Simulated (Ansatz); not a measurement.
An Ansatz input:

```yaml
crystal:
  lattice:
    - [4.632489587, 0.0, 0.0]
    - [-2.3162447935, 4.0118536651, 0.0]
    - [0.0, 0.0, 5.8869033494]
  atoms:
    - { symbol: Te, position: [0.2535874851, 0.0, 0.3333333333] }
    - { symbol: Te, position: [1.0, 0.2535874851, 0.6666666667] }
    - { symbol: Te, position: [0.7464125149, 0.7464125149, 0.0] }
hamiltonian:
  xc: r2scan
  pseudopotentials:
    kind: paw
    azcp:
      Te: "pseudopotentials/Te.paw.azcp"
basis:
  ecutwfc: 500
  fft_grid_basis: typed
kpoints:
  mp_grid: { grid: [6, 6, 5], shift: [0, 0, 0] }
magnetization:
  spin_polarized: false
scf:
  occupations: { method: fermi_dirac, width: 0.05 }
  lower_state_search: "off"
output:
  stress: true
  write_density: true
  write_potential: true
  elf: true
  volumetric_format: npy
```

and its output:

```
Engine: ansatz 0.2.0, aarch64-unknown-linux-gnu
Pseudopotentials: kind: paw
Pseudopotential: Te, paw, valence charge 16, recommended cutoff 500 eV (meta_gga) 
Functional definition: r2SCAN
  parameter k0 = 0.174
  parameter k1 = 0.065
  parameter a1 = 4.9479
  exchange = r2scan_x(k0 = k0, k1 = k1, a1 = a1)
  correlation = r2scan_c
Crystal: 3 atoms, lattice volume = 109.407 Å³
Basis set: ecut = 500 eV, 2787 PW (Γ), exchange–correlation on 144×144×180 points (64 copies of the dense FFT grid, shifted against one another)
Bands: 29, of which v1, the nominal top of the filled ones, is band 24 counted from 1 (23 counted from 0)
Symmetry: 6 space group operations
Space group: P3121 (ITA 152), of the structure as read, at distance tolerance 4.8e-5 Å
k-points: 27 of 180 (time reversal used)
Non-local potential: Te, projectors of the file, l = 0: 2, l = 1: 2, l = 2: 2, l = 3: 2
PAW form: soft (Blöchl's): semilocal exchange-correlation on the pseudo side does not see the compensation charge
PAW frozen core: Te, regenerated for the run's functional (the file was generated under x = pbe(κ = 0.804, μ = 0.2195149727645171), c = pbe(β = 0.06672455060314922))
PAW one-centre angular grid: Te, 590 points (default); XC on 160 Gauss nodes
Initial density: superposition of atomic densities (neutral atoms: chi_scale 0, normalization atom), corrected by the library's trained network
Initial wavefunctions: pseudopotential atomic-orbital guess
Functional: x = r2scan, c = r2scan; τ floored in thin density (d = 2e-4 eV/Å³)
SCF iter   1: F=-20984.465867 eV  HF=-20984.455582 eV  |F-HF|=1.03e-2  |Δ(HF+E_count)|=         —  Δρ=3.05e-3  dr2=7.68e-3  dr2_τ=3.41e-3  ethr=1.77e-3  ⟨swp⟩=7.5  Hψ=3802  notcnv=0
SCF iter   2: F=-20984.466425 eV  HF=-20984.465690 eV  |F-HF|=7.35e-4  |Δ(HF+E_count)|=   1.01e-2  Δρ=1.81e-3  dr2=2.34e-3  dr2_τ=3.61e-5  ethr=1.60e-5  ⟨swp⟩=3.0  Hψ=1912  notcnv=0  defer=3
SCF iter   3: F=-20984.466898 eV  HF=-20984.467049 eV  |F-HF|=1.51e-4  |Δ(HF+E_count)|=   1.36e-3  Δρ=5.07e-4  dr2=1.66e-4  dr2_τ=1.81e-5  ethr=4.88e-6  ⟨swp⟩=2.0  Hψ=1647  notcnv=0  defer=3
SCF iter   4: F=-20984.466987 eV  HF=-20984.466983 eV  |F-HF|=3.89e-6  |Δ(HF+E_count)|=   6.57e-5  Δρ=1.87e-4  dr2=2.40e-5  dr2_τ=8.40e-7  ethr=3.46e-7  ⟨swp⟩=2.0  Hψ=1536  notcnv=0  defer=3
SCF iter   5: F=-20984.467002 eV  HF=-20984.467002 eV  |F-HF|=3.69e-8  |Δ(HF+E_count)|=   1.88e-5  Δρ=3.14e-5  dr2=8.64e-7  dr2_τ=3.54e-8  ethr=5.00e-8  ⟨swp⟩=2.0  Hψ=1428  notcnv=0  defer=3
SCF iter   6: F=-20984.467002 eV  HF=-20984.467002 eV  |F-HF|=4.94e-8  |Δ(HF+E_count)|=   4.39e-7  Δρ=8.46e-6  dr2=1.03e-7  dr2_τ=4.37e-9  ethr=2.08e-10  ⟨swp⟩=12.8  Hψ=6205  notcnv=0
SCF iter   7: F=-20984.467002 eV  HF=-20984.467002 eV  |F-HF|=1.20e-9  |Δ(HF+E_count)|=   2.50e-9  Δρ=1.60e-6  dr2=2.65e-9  dr2_τ=5.15e-11  ethr=2.08e-10  ⟨swp⟩=9.8  Hψ=4842  notcnv=0
SCF 1 converged in 7 iterations: F = -20984.467002 eV  dr2 = 2.65e-9
SCF converged after 7 iterations
Free energy (F): -20984.467002 eV
Harris-Foulkes:  -20984.467002 eV  (|F-HF|=1.20e-9)
Internal energy: -20984.466993 eV  (E = F + TS)
E sigma→0 (E₀):  -20984.466997 eV
Entropy (-TS):   -0.000010 eV (-0.003 meV/atom)
Fermi energy:    7.915814 eV
--- Per-component energies (eV) ---
  E_band       = -880.860556
  E_kinetic    = 538.309079
  E_local      = -4083.254483  (includes V_loc(G=0)·N_el)
  E_nonlocal   = -931.550820
  E_hartree    = 2540.527251
  E_xc         = -343.927813
  E_vxc        = -332.897740  (∫ρ·V_xc dr)
  E_paw        = -14058.566589  (= ΣΔE_a)
  E_vpaw       = -1173.002610  (= ΣTr[D̂ρ^β])
  E_aug_tail   = -0.000105  (compensation charges beyond the density's cutoff)
  E_vtau       = 20.481879  (kinetic-family band-sum trace: ∫τ·v_τ [+ j·A + Jᵃ·Aᵃ] dr)
  E_ewald      = -4646.858080
  E_core_change = 0.854566  (= ΣΔE_core)
  E_smearing   = -0.000010  (= −TS)
  E_closure    = 0.000000  (closes the sum)
  Σ components = -20984.467002   (vs F -20984.467002, Δ=0.00e0)
--- Stress (GPa, compression-positive) ---
       -0.023382       0.000000       0.000000
        0.000000      -0.023382      -0.000000
        0.000000       0.000000       0.060108
  P = ⅓ Tr σ = 0.0044 GPa (0.044 kbar)
--- Band table (eV; the first three rows and the last of 27) ---
  k-point 0: bands = ["-30.6683", "-30.6683", "-30.6064", "-30.6001", "-30.6001", "-30.5222", "-30.4333", "-30.4276", "-30.4276", "-30.3898", "-30.3898", "-30.3890", "-30.3674", "-30.3309", "-30.3309", "-6.3254", "-2.9101", "-2.9101", "4.3031", "4.5213", "4.5213", "5.8403", "5.8403", "6.8610", "8.7843", "8.7843", "9.2654", "12.9975", "12.9975"]
  k-point 1: bands = ["-30.6856", "-30.6464", "-30.6080", "-30.6068", "-30.5900", "-30.5311", "-30.4334", "-30.4310", "-30.4236", "-30.3917", "-30.3888", "-30.3886", "-30.3627", "-30.3348", "-30.3293", "-6.1738", "-4.0350", "-1.7755", "4.0286", "4.3939", "4.8090", "5.8742", "5.9791", "6.7612", "8.5786", "8.6017", "8.9705", "12.8072", "13.6650"]
  k-point 2: bands = ["-30.6950", "-30.6263", "-30.6137", "-30.6102", "-30.5742", "-30.5521", "-30.4334", "-30.4329", "-30.4208", "-30.3932", "-30.3884", "-30.3882", "-30.3523", "-30.3421", "-30.3290", "-5.7250", "-4.9988", "-0.9558", "3.5532", "4.6169", "4.8192", "6.1244", "6.1397", "6.4802", "8.3471", "8.3787", "8.5205", "12.3869", "13.3426"]
  k-point 26: bands = ["-30.6941", "-30.6239", "-30.6125", "-30.6085", "-30.5737", "-30.5516", "-30.4348", "-30.4332", "-30.4195", "-30.3962", "-30.3873", "-30.3862", "-30.3618", "-30.3486", "-30.3183", "-4.9379", "-4.4186", "-2.4681", "2.4878", "2.5938", "3.0432", "6.1162", "7.0728", "7.4027", "8.4745", "9.4936", "9.6467", "13.5883", "14.0226"]
```

Command:

```sh
ansatz run input.yaml --threads 2 --pin off --max-ram 5120MiB --backend cpu --events-out ev --progress --plain --runs-dir out
```

On 2 threads of Arm Neoverse V2 (shared host) this took about 12 s of wall time and 24 s of CPU time, with 0.56 GiB at the peak.
